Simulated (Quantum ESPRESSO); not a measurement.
# Pb (Fm-3m) in Quantum ESPRESSO: a series of runs, part 2 of 2

Quantum ESPRESSO 7.5.

## (3) Single point, PBE, 28.50 Å³/atom

The input, pw.in:

```
&CONTROL
  calculation = 'scf'
  prefix = 'pwscf'
  outdir = './tmp'
  pseudo_dir = './pseudo'
  tprnfor = .true.
  tstress = .true.
  disk_io = 'nowf'
/
&SYSTEM
  ibrav = 0
  nat = 1
  ntyp = 1
  ecutwfc = 90
  nbnd = 18
  occupations = 'smearing'
  smearing = 'fd'
  degauss = 0.00367493
/
&ELECTRONS
  conv_thr = 2d-10
  electron_maxstep = 120
  mixing_beta = 0.5
/
ATOMIC_SPECIES
Pb   207.2000 Pb.upf
CELL_PARAMETERS angstrom
   0.0000000000    2.4244952108    2.4244952108
   2.4244952108    0.0000000000    2.4244952108
   2.4244952108    2.4244952108    0.0000000000
ATOMIC_POSITIONS crystal
Pb     0.0000000000    0.0000000000    0.0000000000
K_POINTS automatic
9 9 9 0 0 0
```

Potentials or basis: PseudoDojo 0.4 SR PBE stringent.

Started as:

```sh
$ OMP_NUM_THREADS=1 pw.x -in pw.in > pw.out
```

pw.out:

```text
This program is part of the open-source Quantum ESPRESSO suite
     for quantum simulation of materials; please cite
[... 6 lines left out ...]
     using ibrav=0 with symmetry is DISCOURAGED, use correct ibrav instead

     G-vector sticks info
     --------------------
     sticks:   dense  smooth     PW     G-vecs:    dense   smooth      PW
     Sum        1039    1039    313                22219    22219    3695

     Using Slab Decomposition

     bravais-lattice index     =            0
     lattice parameter (alat)  =       6.4794  a.u.
     unit-cell volume          =     192.3493 (a.u.)^3
     number of atoms/cell      =            1
     number of atomic types    =            1
     number of electrons       =        22.00
     number of Kohn-Sham states=           18
     kinetic-energy cutoff     =      90.0000  Ry
     charge density cutoff     =     360.0000  Ry
     scf convergence threshold =      2.0E-10
     mixing beta               =       0.5000
     number of iterations used =            8  plain     mixing
     Exchange-correlation= PBE
                           (   1   4   3   4   0   0   0)

     celldm(1)=   6.479406  celldm(2)=   0.000000  celldm(3)=   0.000000
     celldm(4)=   0.000000  celldm(5)=   0.000000  celldm(6)=   0.000000

     crystal axes: (cart. coord. in units of alat)
               a(1) = (   0.000000   0.707107   0.707107 )
               a(2) = (   0.707107   0.000000   0.707107 )
               a(3) = (   0.707107   0.707107   0.000000 )

     reciprocal axes: (cart. coord. in units 2 pi/alat)
               b(1) = ( -0.707107  0.707107  0.707107 )
               b(2) = (  0.707107 -0.707107  0.707107 )
               b(3) = (  0.707107  0.707107 -0.707107 )

     PseudoPot. # 1 for Pb read from file:
     Pb.upf
     Pseudo is Norm-conserving + core correction, Zval = 22.0
     Generated using ONCVPSP code by D. R. Hamann
     Using radial grid of 1692 points,  7 beta functions with:
                l(1) =   0
                l(2) =   0
                l(3) =   1
                l(4) =   1
                l(5) =   2
                l(6) =   2
                l(7) =   3

     atomic species   valence    mass     pseudopotential
     Pb               22.00   207.20000     Pb( 1.00)

     48 Sym. Ops., with inversion, found

   Cartesian axes

     site n.     atom                  positions (alat units)
         1        Pb     tau(   1) = (   0.0000000   0.0000000   0.0000000  )

     number of k points=    35  Fermi-Dirac smearing, width (Ry)=  0.0037
                       cart. coord. in units 2pi/alat
        k(    1) = (   0.0000000   0.0000000   0.0000000), wk =   0.0027435
        k(    2) = (   0.0785674   0.0785674  -0.0785674), wk =   0.0219479
        k(    3) = (   0.1571348   0.1571348  -0.1571348), wk =   0.0219479
        k(    4) = (   0.2357023   0.2357023  -0.2357023), wk =   0.0219479
        k(    5) = (   0.3142697   0.3142697  -0.3142697), wk =   0.0219479
        k(    6) = (   0.1571348   0.0000000  -0.0000000), wk =   0.0164609
[... 27 lines left out ...]
        k(   34) = (  -0.0000000  -0.4714045   0.6285394), wk =   0.0658436
        k(   35) = (  -0.0785674  -0.3928371   0.7071068), wk =   0.0658436

     Dense  grid:    22219 G-vectors     FFT dimensions: (  40,  40,  40)

     Initial potential from superposition of free atoms

     starting charge      21.9979, renormalised to      22.0000
     Starting wfcs are   13 randomized atomic wfcs +    5 random wfcs

     Self-consistent Calculation

     iteration #  1     ecut=    90.00 Ry     beta= 0.50
     Davidson diagonalization with overlap
     ethr =  1.00E-02,  avg # of iterations =  5.0

     Threshold (ethr) on eigenvalues was too large:
     Diagonalizing with lowered threshold

     Davidson diagonalization with overlap
     ethr =  1.16E-05,  avg # of iterations =  5.9

     total energy              =    -419.57155397 Ry
     estimated scf accuracy    <       0.00261024 Ry

     iteration #  2     ecut=    90.00 Ry     beta= 0.50
     Davidson diagonalization with overlap
     ethr =  1.19E-05,  avg # of iterations =  2.0

     total energy              =    -419.57197203 Ry
     estimated scf accuracy    <       0.00016906 Ry

     iteration #  3     ecut=    90.00 Ry     beta= 0.50
     Davidson diagonalization with overlap
     ethr =  7.68E-07,  avg # of iterations =  1.1

     total energy              =    -419.57197370 Ry
     estimated scf accuracy    <       0.00002975 Ry

     iteration #  4     ecut=    90.00 Ry     beta= 0.50
     Davidson diagonalization with overlap
     ethr =  1.35E-07,  avg # of iterations =  1.0

     total energy              =    -419.57197570 Ry
     estimated scf accuracy    <       0.00000044 Ry

     iteration #  5     ecut=    90.00 Ry     beta= 0.50
     Davidson diagonalization with overlap
     ethr =  2.02E-09,  avg # of iterations =  2.0

     total energy              =    -419.57197575 Ry
     estimated scf accuracy    <       0.00000021 Ry

     iteration #  6     ecut=    90.00 Ry     beta= 0.50
     Davidson diagonalization with overlap
     ethr =  9.40E-10,  avg # of iterations =  2.0

     total energy              =    -419.57197580 Ry
     estimated scf accuracy    <          5.5E-10 Ry

     iteration #  7     ecut=    90.00 Ry     beta= 0.50
     Davidson diagonalization with overlap
     ethr =  2.51E-12,  avg # of iterations =  3.0

     total energy              =    -419.57197580 Ry
     estimated scf accuracy    <          3.7E-10 Ry

     iteration #  8     ecut=    90.00 Ry     beta= 0.50
     Davidson diagonalization with overlap
     ethr =  1.69E-12,  avg # of iterations =  2.0

     End of self-consistent calculation

          k = 0.0000 0.0000 0.0000 (  2733 PWs)   bands (ev):

  -125.3202 -67.0014 -67.0014 -67.0014  -2.5439  -2.5439  -2.5439  -2.3749
    -2.3749   2.3970  22.5020  22.5020  22.5020  24.3913  26.7185  27.5445
    27.5445  27.5445

          k = 0.0786 0.0786-0.0786 (  2758 PWs)   bands (ev):

  -125.3202 -67.0019 -67.0015 -67.0015  -2.5454  -2.5243  -2.5243  -2.3753
    -2.3753   2.6507  19.9910  22.2010  22.2010  24.0990  27.5195  28.0833
    28.0833  28.5545

          k = 0.1571 0.1571-0.1571 (  2776 PWs)   bands (ev):

  -125.3202 -67.0032 -67.0017 -67.0017  -2.5545  -2.5010  -2.5010  -2.3489
    -2.3489   3.4141  16.3230  21.5589  21.5589  23.8505  26.7496  27.6016
    27.6016  29.4688

          k = 0.2357 0.2357-0.2357 (  2785 PWs)   bands (ev):

  -125.3201 -67.0047 -67.0020 -67.0020  -2.5723  -2.5127  -2.5127  -2.2787
    -2.2787   4.6539  13.0075  20.9383  20.9383  23.7663  25.4953  26.6892
    26.6892  31.2250

          k = 0.3143 0.3143-0.3143 (  2782 PWs)   bands (ev):

  -125.3201 -67.0057 -67.0022 -67.0022  -2.5875  -2.5289  -2.5289  -2.2232
    -2.2232   6.0763  10.5242  20.5677  20.5677  23.8391  24.7429  26.2319
    26.2319  32.7737

          k = 0.1571 0.0000-0.0000 (  2758 PWs)   bands (ev):

  -125.3202 -67.0019 -67.0016 -67.0016  -2.5675  -2.5034  -2.5034  -2.4000
    -2.3579   2.7350  20.8067  21.2144  21.2144  23.6213  26.4111  28.8858
    29.1303  29.1304

          k = 0.2357 0.0786-0.0786 (  2775 PWs)   bands (ev):

  -125.3202 -67.0029 -67.0019 -67.0018  -2.5793  -2.4751  -2.4673  -2.4085
    -2.3294   3.3284  17.5922  20.3253  20.9091  23.8765  25.0918  28.3755
    29.3520  29.5395

          k = 0.3143 0.1571-0.1571 (  2771 PWs)   bands (ev):

  -125.3201 -67.0043 -67.0021 -67.0021  -2.5798  -2.4956  -2.4683  -2.3542
    -2.2665   4.4140  14.2083  19.7694  20.0435  23.2585  26.2604  28.1646
    28.3626  28.4250
[... 133 lines left out ...]
          k =-0.0786-0.3928 0.5500 (  2768 PWs)   bands (ev):

  -125.3201 -67.0049 -67.0040 -67.0028  -2.5779  -2.4738  -2.3916  -2.3433
    -2.2234   7.4570  11.8841  14.1979  17.1382  23.4567  27.3309  29.0089
    29.7034  32.1785

          k =-0.0000-0.3143 0.4714 (  2771 PWs)   bands (ev):

  -125.3201 -67.0048 -67.0037 -67.0025  -2.5440  -2.5091  -2.4118  -2.2996
    -2.2790   6.4892  13.0037  14.4092  18.1262  24.0644  26.7536  27.3097
    31.4067  31.6739

          k =-0.0786-0.5500 0.7071 (  2772 PWs)   bands (ev):

  -125.3201 -67.0053 -67.0035 -67.0032  -2.6785  -2.5964  -2.2847  -2.2356
    -2.1871   7.5629  11.9839  15.5561  15.8888  22.1589  23.1432  30.9483
    33.0704  34.9551

          k =-0.0000-0.4714 0.6285 (  2779 PWs)   bands (ev):

  -125.3201 -67.0050 -67.0040 -67.0031  -2.6247  -2.5400  -2.3320  -2.2968
    -2.1887   7.9862  12.1061  13.7034  16.1406  22.8629  25.6625  29.8560
    30.4933  34.0313

          k =-0.0786-0.3928 0.7071 (  2761 PWs)   bands (ev):

  -125.3201 -67.0047 -67.0042 -67.0031  -2.5401  -2.5227  -2.4256  -2.3139
    -2.1879   7.8403  12.6449  13.6284  15.3560  25.3170  26.2928  27.3652
    29.3879  34.9531

     the Fermi energy is    14.4126 ev

!    total energy              =    -419.57197580 Ry
     estimated scf accuracy    <          1.3E-12 Ry
     smearing contrib. (-TS)   =      -0.00024316 Ry
     internal energy E=F+TS    =    -419.57173264 Ry

     The total energy is F=E-TS. E is the sum of the following terms:
     one-electron contribution =    -218.65789114 Ry
     hartree contribution      =     109.29731121 Ry
     xc contribution           =     -68.04053823 Ry
     ewald contribution        =    -242.17061447 Ry

     convergence has been achieved in   8 iterations

     Forces acting on atoms (cartesian axes, Ry/au):

     atom    1 type  1   force =     0.00000000    0.00000000    0.00000000

     Total force =     0.000000     Total SCF correction =     0.000000

     Computing stress (Cartesian axis) and pressure

          total   stress  (Ry/bohr**3)                   (kbar)     P=       60.05
   0.00040821  -0.00000000  -0.00000000           60.05       -0.00       -0.00
  -0.00000000   0.00040821   0.00000000           -0.00       60.05        0.00
   0.00000000  -0.00000000   0.00040821            0.00       -0.00       60.05

=------------------------------------------------------------------------------=
   JOB DONE.
=------------------------------------------------------------------------------=
```

It took 24 s on 1 thread of Arm Neoverse V1, shared host; peak memory 0.09 GiB.

What came out:

```
Free energy            : -5708.5675 eV
Pressure               : 6.0 GPa
Band gap on the k mesh : none (metal or under the smearing width)
```

## (4) Single point, PBE, 29.11 Å³/atom

Edit pw.in of step 3 so:

```diff
@@ -27,5 +27,5 @@
 CELL_PARAMETERS angstrom
-   0.0000000000    2.4244952108    2.4244952108
-   2.4244952108    0.0000000000    2.4244952108
-   2.4244952108    2.4244952108    0.0000000000
+   0.0000000000    2.4415696833    2.4415696833
+   2.4415696833    0.0000000000    2.4415696833
+   2.4415696833    2.4415696833    0.0000000000
 ATOMIC_POSITIONS crystal
```

Started as:

```sh
$ OMP_NUM_THREADS=1 pw.x -in pw.in > pw.out
```

It took 24 s on 1 thread of Arm Neoverse V1, shared host; peak memory 0.09 GiB.

The run converged. Its results:

```
Free energy            : -5708.5877 eV
Pressure               : 4.6 GPa
Band gap on the k mesh : none (metal or under the smearing width)
```

## (5) Single point, PBE, 29.72 Å³/atom

Edit pw.in of step 4 so:

```diff
@@ -27,5 +27,5 @@
 CELL_PARAMETERS angstrom
-   0.0000000000    2.4415696833    2.4415696833
-   2.4415696833    0.0000000000    2.4415696833
-   2.4415696833    2.4415696833    0.0000000000
+   0.0000000000    2.4584086270    2.4584086270
+   2.4584086270    0.0000000000    2.4584086270
+   2.4584086270    2.4584086270    0.0000000000
 ATOMIC_POSITIONS crystal
```

Started as:

```sh
$ OMP_NUM_THREADS=1 pw.x -in pw.in > pw.out
```

Run time: 25 s. Hardware: 1 thread of Arm Neoverse V1, shared host; peak memory 0.09 GiB.

Results (log left out):

| Quantity | Value |
| --- | --- |
| Free energy | -5708.6028 eV |
| Pressure | 3.4 GPa |
| Band gap on the k mesh | none (metal or under the smearing width) |

## (6) Single point, PBE, 30.32 Å³/atom

Edit pw.in of step 5 so:

```diff
@@ -27,5 +27,5 @@
 CELL_PARAMETERS angstrom
-   0.0000000000    2.4584086270    2.4584086270
-   2.4584086270    0.0000000000    2.4584086270
-   2.4584086270    2.4584086270    0.0000000000
+   0.0000000000    2.4750200000    2.4750200000
+   2.4750200000    0.0000000000    2.4750200000
+   2.4750200000    2.4750200000    0.0000000000
 ATOMIC_POSITIONS crystal
```

Potentials or basis: PseudoDojo 0.4 SR PBE stringent.

Started as:

```sh
$ OMP_NUM_THREADS=1 pw.x -in pw.in > pw.out
```

Wall time 25 s (1 thread of Arm Neoverse V1, shared host); peak memory 0.09 GiB.

The run converged. Its results:

```yaml
Free_energy: -5708.6135 eV
Pressure: 2.3 GPa
Band_gap_on_the_k_mesh: none (metal or under the smearing width)
```

## (7) Single point, PBE, 30.93 Å³/atom

Edit pw.in of step 6 so:

```diff
@@ -27,5 +27,5 @@
 CELL_PARAMETERS angstrom
-   0.0000000000    2.4750200000    2.4750200000
-   2.4750200000    0.0000000000    2.4750200000
-   2.4750200000    2.4750200000    0.0000000000
+   0.0000000000    2.4914113386    2.4914113386
+   2.4914113386    0.0000000000    2.4914113386
+   2.4914113386    2.4914113386    0.0000000000
 ATOMIC_POSITIONS crystal
```

Started as:

```sh
$ OMP_NUM_THREADS=1 pw.x -in pw.in > pw.out
```

Wall time 36 s (1 thread of Arm Neoverse V1, shared host); peak memory 0.09 GiB.

It converged, with:

```yaml
Free_energy: -5708.6203 eV
Pressure: 1.3 GPa
Band_gap_on_the_k_mesh: none (metal or under the smearing width)
```

## (8) Single point, PBE, 31.54 Å³/atom

Edit pw.in of step 7 so:

```diff
@@ -27,5 +27,5 @@
 CELL_PARAMETERS angstrom
-   0.0000000000    2.4914113386    2.4914113386
-   2.4914113386    0.0000000000    2.4914113386
-   2.4914113386    2.4914113386    0.0000000000
+   0.0000000000    2.5075897876    2.5075897876
+   2.5075897876    0.0000000000    2.5075897876
+   2.5075897876    2.5075897876    0.0000000000
 ATOMIC_POSITIONS crystal
```

Started as:

```sh
$ OMP_NUM_THREADS=1 pw.x -in pw.in > pw.out
```

It took 36 s on 1 thread of Arm Neoverse V1, shared host; peak memory 0.09 GiB.

The run converged. Its results:

```
Free energy            : -5708.6236 eV
Pressure               : 0.4 GPa
Band gap on the k mesh : none (metal or under the smearing width)
```

## (9) Single point, PBE, 32.14 Å³/atom

Edit pw.in of step 8 so:

```diff
@@ -27,5 +27,5 @@
 CELL_PARAMETERS angstrom
-   0.0000000000    2.5075897876    2.5075897876
-   2.5075897876    0.0000000000    2.5075897876
-   2.5075897876    2.5075897876    0.0000000000
+   0.0000000000    2.5235621278    2.5235621278
+   2.5235621278    0.0000000000    2.5235621278
+   2.5235621278    2.5235621278    0.0000000000
 ATOMIC_POSITIONS crystal
```

Potentials or basis: PseudoDojo 0.4 SR PBE stringent.

Started as:

```sh
$ OMP_NUM_THREADS=1 pw.x -in pw.in > pw.out
```

It took 37 s on 1 thread of Arm Neoverse V1, shared host; peak memory 0.09 GiB.

Results (log left out):

```
Free energy            : -5708.6239 eV
Pressure               : -0.3 GPa
Band gap on the k mesh : none (metal or under the smearing width)
```

## (10) Equation of state, PBE

No new run: the results of the series are fitted here.

Results:

```yaml
Equilibrium_volume: 31.89 Å³/atom
Bulk_modulus: 40 GPa
Pressure_derivative_of_the_bulk_modulus: 5.4
```

Energy against volume, from the lowest point:
```
volume (Å³/atom)  energy (meV/atom)
          28.503              56.34
          29.110              36.23
          29.716              21.10
          30.323              10.39
          30.929               3.61
          31.535               0.27
          32.142               0.00
```

Spin-orbit coupling is left out, which matters for the levels of Pb.

## (11) How close it comes

Step 10. The cell as given is a measured one (30.32 Å³/atom); PBE puts the equilibrium volume +5.2 % from it, thermal expansion not counted.
